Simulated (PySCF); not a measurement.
Start geometry of `c1c[nH]cn1` from GFN2-xTB (Å):
```
atom  x, y, z in Å
C1    -0.7829   -0.9515    0.0775
C2    -0.8894    0.4040   -0.2013
N3     0.3775    0.8754   -0.1316
C4     1.2147   -0.1808    0.1845
N5     0.4847   -1.2835    0.3011
H6    -1.5914   -1.6497    0.1113
H7    -1.7041    1.0401   -0.4335
H8     0.7072    1.8349   -0.2742
H9     2.2416   -0.1061    0.3324
```

Question: What comes out of this run: PBE0-D3(BJ)/def2-TZVP geometry optimisation, gas phase in PySCF?

Answer: 
```
atom  x, y, z in Å
C1    -0.565   -0.452   -0.996
C2    -0.947    0.280    0.092
N3     0.195    0.445    0.828
C4     1.198   -0.184    0.167
N5     0.772   -0.735   -0.939
H6    -1.180   -0.790   -1.816
H7    -1.895    0.686    0.401
H8     0.273    0.938    1.700
H9     2.212   -0.205    0.536
```

The energy falls by 12.3 kJ/mol over 11 energy and gradient evaluations, the largest force component goes from 0.0640 to 2.1e-04 Eh/bohr, and the atoms move by 0.021 Å rms after alignment. Among the bonds, C1–N5 and C4–H9 change most and about equally (+0.039 Å). Bonds longer at the end by more than 0.005 Å: 5 of 9; shorter: 4. Among the angles that change most is C4–N3–H8, from 123.5° to 126.4°. Rotational constants go from 9886, 9431, 4827 to 9855, 9512, 4840 MHz. The orientation of the end geometry is arbitrary; only internal coordinates are fixed.

The run used 179 basis functions and 80 SCF cycles in all.

No PBE0-D3(BJ)/def2-TZVP frequencies stand behind this structure, so it isn't proved a minimum.
